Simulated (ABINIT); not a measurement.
## Ru in ABINIT: convergence with pawecutdg

Crystal: Ru.

```
Ru
1.0
     2.70580    0.00000    0.00000
    -1.35290    2.34329    0.00000
     0.00000    0.00000    4.28190
Ru
2
Direct
  0.66667 0.33333 0.75000
  0.33333 0.66667 0.25000
```

- Program: ABINIT 10.8.3 (patched build)
- Task: single point
- Functional: LDA
- Potentials or basis: JTH PAW LDA v2.0
- Cutoff: 408 eV
- k mesh: 11 × 11 × 6
- Occupations: methfessel-paxton, width 0.1 eV
- Spin: no spin polarisation

These are the settings of the first run; the series varies pawecutdg, with any setting tied to it.

Hardware: 1 thread of Arm Neoverse V1, with other jobs on the host.

Problem. The values tried are 15 Ha, 18, 22.5, 27, 33, 40.5, 49.5, loosest first. From which on does the energy stay within 1 meV/atom of the tightest run that finished?

Solution. From 27 on.

```
pawecutdg  energy less the tightest run (meV/atom)  pressure (GPa)  SCF cycles  CPU time (s)  peak memory (GiB)
    15 Ha                                    -0.65          -12.86          10            17               0.08
       18                                    -0.87          -12.39          10            17               0.08
     22.5                                     1.15          -12.43          10            17               0.08
       27                                     0.62          -12.31          10            17               0.08
       33                                    -0.18          -12.48          11            19               0.09
     40.5                                     0.06          -12.53          11            19               0.09
     49.5                                     0.00          -12.54          11            19               0.11
```

Against the tightest run, the pressure stays within 0.1 GPa from 33 on. The tightest run that finished is the yardstick and may itself not be fully converged.
